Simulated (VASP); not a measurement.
Ir: single point with r2SCAN

Crystal: Ir.

```xyz
3
Lattice="3.5455 0.0000 0.0000 -1.7728 3.0705 0.0000 0.0000 0.0000 4.0225" Properties=species:S:1:pos:R:3 pbc="T T T"
Ir    0.7992    0.0000    1.3408
Ir   -0.3996    0.6921    2.6817
Ir    1.3732    2.3784    0.0000
```

The cell was built by a generator and needn't be a form met in nature.

* Program: VASP 6.6.1
* Task: single point
* Functional: r2SCAN
* Potentials or basis: VASP PAW PBE potentials, release 64 (Ir)
* Cutoff: 520 eV
* k mesh: 6 × 6 × 4
* Occupations: gaussian, width 0.1 eV
* Spin: no spin polarisation
* Dipole correction: no
* Further INCAR settings: ALGO = Normal; EDIFF = 1e-06; NBANDS = 20

```
Pressure               : 157.9 GPa
Largest force          : 23.810 eV/Å
Band gap on the k mesh : none (metal or under the smearing width)
```

Forces in eV/Å, atoms in the order of the input:
```
Ir   23.810   0.000   0.000
Ir  -11.905  20.620   0.000
Ir  -11.905 -20.620   0.000
```

Stress tensor (GPa, compression positive):
```
116.02   0.00   0.00
  0.00 116.02   0.00
  0.00   0.00 241.58
```

Levels at points of the mesh, in eV from the Fermi level:
| k point | band 11 | band 12 | band 13 | band 14 | band 15 | band 16 |
| --- | --- | --- | --- | --- | --- | --- |
| (0.00, 0.00, 0.00) | -2.37 | -2.37 | 0.97 | 0.97 | 2.07 | 2.24 |
| (0.50, 0.00, 0.00) | -2.59 | -2.43 | -1.56 | -0.45 | -0.02 | 1.29 |
| (0.00, 0.00, 0.50) | -2.66 | -2.66 | 0.14 | 0.14 | 1.92 | 3.58 |
| (0.50, 0.00, 0.50) | -3.29 | -2.25 | -0.84 | -0.73 | 1.12 | 1.19 |

It took 53 s on 1 thread of AMD EPYC 9R45 96-Core Processor (Zen 5) (shared host), peak memory 0.14 GiB.

Caveat: the k mesh is coarse (spacing up to 0.39 Å⁻¹), so the values aren't converged; a pressure of tens of GPa on the cell as given is suspect, and the run, the potentials or the cell itself is likely at fault; the PAW data sets were made with another functional, which shifts forces and pressure a little. The run has no spin-orbit coupling, so splittings on Ir are missing.
